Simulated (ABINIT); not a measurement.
Runs of ABINIT 10.8.3 (patched build) on PbSe (Clausthalite). It takes space group Fm-3m (No. 225, cubic). Conventional cell: a = 6.121 Å, b = 6.121 Å, c = 6.121 Å, α = 90.00°, β = 90.00°, γ = 90.00°. Pb (site symmetry m-3m) has 6 Se at 3.06 Å as nearest neighbours. Se (site symmetry m-3m) has 6 Pb at 3.06 Å as nearest neighbours. 

```csv
task,level,potentials or basis,k mesh,cutoff (eV),fine-grid cutoff,mesh quality,gap on the mesh (eV),pressure (GPa),V0 of scaled cells (Å³/atom),B0 (GPa)
band structure,PBEsol,JTH PAW PBE v2.0,8 × 8 × 8,463,925.187 eV,not flagged,0.20,-,-,-
band structure,BLYP,JTH PAW PBE v2.0,8 × 8 × 8,463,925.187 eV,not flagged,0.42,-,-,-
band structure,AM05,JTH PAW PBE v2.0,8 × 8 × 8,463,925.187 eV,not flagged,0.26,-,-,-
equation of state,WC,JTH PAW PBE v2.0,8 × 8 × 8,463,925.187 eV,not flagged,-,-,(d),54
band structure,revPBE,JTH PAW PBE v2.0 sp,8 × 8 × 8,408,816.342 eV,not flagged,(a),3.7,-,-
band structure,PW91,JTH PAW PBE v2.0,8 × 8 × 8,463,925.187 eV,not flagged,0.29,-,-,-
band structure,HCTH407,JTH PAW PBE v2.0,8 × 8 × 8,463,925.187 eV,not flagged,(c),-,-,-
band structure,LDA-VWN,JTH PAW LDA v2.0 sp,8 × 8 × 8,408,816.342 eV,not flagged,0.20,-2.1,-,-
equation of state,PW91,JTH PAW PBE v2.0 sp,8 × 8 × 8,408,816.342 eV,not flagged,-,-,29.92,(b)
```

Alike in all rows: no spin polarisation; cell as given; smearing fermi-dirac 0.05 eV.

**Question.** Estimate the missing entries.

**Answer.** (a) 0.37; (b) 49; (c) 0.64; (d) 28.44.

Caveats: the PAW data sets were made with another functional, which shifts forces and pressure a little (some runs); spin-orbit coupling is left out, which as a rule narrows the gap of such compounds by several tenths of an eV (some runs); this set keeps more shells in the core, which shifts pressures and gaps (some runs); pressures at fixed basis lie under the slope of the energies (some runs).

A k mesh can miss the band edges, and the runs leave out spin-orbit coupling on Pb, Se.

The runs don't all hold the same shells in valence.

Runs at the PBE level aren't shown here.
